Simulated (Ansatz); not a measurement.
Crystal: KCl (Sylvite).

```
CELL_PARAMETERS angstrom
0.00000 3.14647 3.14647
3.14647 0.00000 3.14647
3.14647 3.14647 0.00000
ATOMIC_POSITIONS crystal
K 0.00153 0.99692 0.00315
Cl 0.50396 0.49840 0.49428
```

The cell isn't the ideal one: atoms moved at random, drawn with an rms of 0.02 Å.

* Program: Ansatz 0.2.0
* Task: relaxation of cell and atoms
* Functional: exchange-only PBE
* Dispersion: D4
* Potentials or basis: JTH PAW
* Cutoff: 930 eV (not typed: the program's choice for these potentials)
* k mesh: 6 × 6 × 6
* Occupations: cold, width 0.15 eV
* Spin: no spin polarisation

At the start: volume 31.15 Å³/atom.

Where does the relaxation end?

It ends after 5 steps and the volume is 37.28 Å³/atom (+19.7 %); space group Fm-3m (No. 225, to 0.05 Å).

The path:
| step | energy change (eV) | largest force (eV/Å) | volume (Å³) |
| --- | --- | --- | --- |
| 1 | 0.0000 | 0.0602 | 62.30 |
| 2 | -0.0914 | 0.0194 | 68.78 |
| 3 | -0.1118 | 0.0036 | 74.99 |
| 4 | -0.1119 | 0.0003 | 74.55 |
| 5 | -0.1124 | 0.0003 | 74.55 |

Final structure:
```
K Cl
1.0
    -0.00002    3.34048    3.34063
     3.34040   -0.00002    3.34064
     3.34033    3.34041    0.00005
K Cl
1 1
Cartesian
  -0.0120 0.0050 0.0013
  3.3281 3.3452 3.3421
```

Caveat: the volume moved by over 15 % at a fixed basis, so the end points are rough; the plane-wave basis is chosen anew once the cell has moved, so the energies of steps on either side of that aren't comparable; the dispersion damping was fitted for another functional or another form of the correction.
